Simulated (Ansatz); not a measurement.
**Optical constants of Pt**

All numbers below come from DFT PBE, scalar-relativistic, plane waves, PAW (Ansatz). Plane waves to 420 eV; Γ-centred k mesh 20×20×20; Fermi-Dirac smearing of 0.15 eV. No spin polarisation.

The cell, relaxed at this level:
```yaml
crystal:
  lattice:
    - [0.00000, 1.98713, 1.98713]
    - [1.98713, 0.00000, 1.98713]
    - [1.98713, 1.98713, 0.00000]
  atoms:
    - { symbol: Pt, position: [0.00000, 0.00000, 0.00000] }
```

In a metal these results depend on the k mesh and the smearing. Spin–orbit coupling is left out, which matters for heavy elements.

Independent-particle response (no local fields, no excitons) on a 30×30×30 mesh, broadened by 0.1 eV; the Drude term is undamped and its weight carries the smearing above, which sets much of it in a semimetal. The run couldn't bound its error over part or most of this range, so small peaks and near ties are unsure. Light polarised along y. ε₁ lacks the small share of bands above those solved.

(1) Tabulate ε₁ and ε₂ against photon energy.

(2) Where is the highest local maximum of ε₂ between 0.3 and 12 eV?

## Answers

(1)
```
E (eV)        ε₁      ε₂
   0.2  -1687.37  120.83
   0.6   -176.64   70.14
   1.0    -67.34   46.38
   1.4    -38.35   32.54
   1.8    -27.14   23.96
   2.2    -18.70   15.86
   2.6    -13.12   12.80
   3.0     -9.80   10.75
   3.4     -8.37    9.23
   3.8     -6.68    6.47
   4.2     -4.64    5.49
   4.6     -3.13    4.85
   5.0     -2.35    4.22
   5.4     -1.14    3.59
   5.8      0.01    3.34
   6.2      1.27    3.67
   6.6      1.97    4.55
   7.0      1.06    5.68
   7.4      0.91    5.05
   7.8      1.05    5.14
   8.2      0.97    5.47
   8.6      0.39    5.72
   9.0     -0.70    5.25
   9.4     -0.84    4.37
   9.8     -0.72    3.83
  10.2     -0.62    3.35
  10.6     -0.37    2.79
  11.0      0.50    2.72
  11.4     -0.03    3.02
  11.8      0.21    2.64
```

(2) At 8.7 eV, where ε₂ = 5.8.

Cost: 1 run of about 0.91 core-minutes, on Intel Xeon Platinum 8488C (Sapphire Rapids) (shared hosts).